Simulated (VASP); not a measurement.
Write the native input for VASP 6.6.1 that does the following.

- Task: relaxation of cell and atoms
- Functional: LDA
- Potentials or basis: VASP PAW LDA potentials, release 64 (Rb_sv)
- Cutoff: 600 eV
- k mesh: 12 × 12 × 12
- Occupations: methfessel-paxton, width 0.1 eV
- Spin: no spin polarisation
- Further INCAR settings: ALGO = Normal; EDIFF = 1e-07; IBRION = 2; EDIFFG = -0.005; NSW = 90; ISIF = 3

The structure of Rb lies in POSCAR:

```
Rb                                      
1.0
   -2.6907894599      2.6907894599      2.6907894599
    2.6907894599     -2.6907894599      2.6907894599
    2.6907894599      2.6907894599     -2.6907894599
  Rb            
     1
Direct
     0.0000000000000000    0.0000000000000000    0.0000000000000000
```

One way to write it, as run:

INCAR

```
SYSTEM = Rb
ALGO     = Normal         ! electronic algorithm
EDIFF    = 1E-7           ! SCF threshold, eV
EDIFFG   = -0.005         ! ionic threshold
ENCUT    = 600            ! plane-wave cutoff, eV
GGA      = CA             ! functional
IBRION   = 2              ! ionic algorithm
ISIF     = 3              ! what is computed and relaxed
ISMEAR   = 1              ! smearing method
LASPH    = .TRUE.         ! aspherical terms in the spheres
LCHARG   = .FALSE.        ! write CHGCAR
LREAL    = .FALSE.        ! projectors in reciprocal space
LWAVE    = .FALSE.        ! write WAVECAR
NELM     = 80             ! most SCF steps
NSW      = 90             ! ionic steps
PREC     = Accurate       ! precision mode
SIGMA    = 0.1            ! smearing width, eV
```

KPOINTS

```
k-points
0
G
  12 12 12
  0 0 0
```

Potentials or basis: VASP PAW LDA potentials, release 64 (Rb_sv).

Launch:

```sh
$ cat potpaw_LDA.64/Rb_sv/POTCAR > POTCAR
$ mpirun -np 1 vasp_std > vasp.out
```

Results of the run:

* Pressure after relaxing: 0.0 GPa
* Band gap on the k mesh: none (metal or under the smearing width)

Caveat: the relaxation stopped at its first step, so nothing moved.

It took 33 s on 1 thread of Intel(R) Xeon(R) Platinum 8488C (Sapphire Rapids) (shared host), peak memory 0.21 GiB.
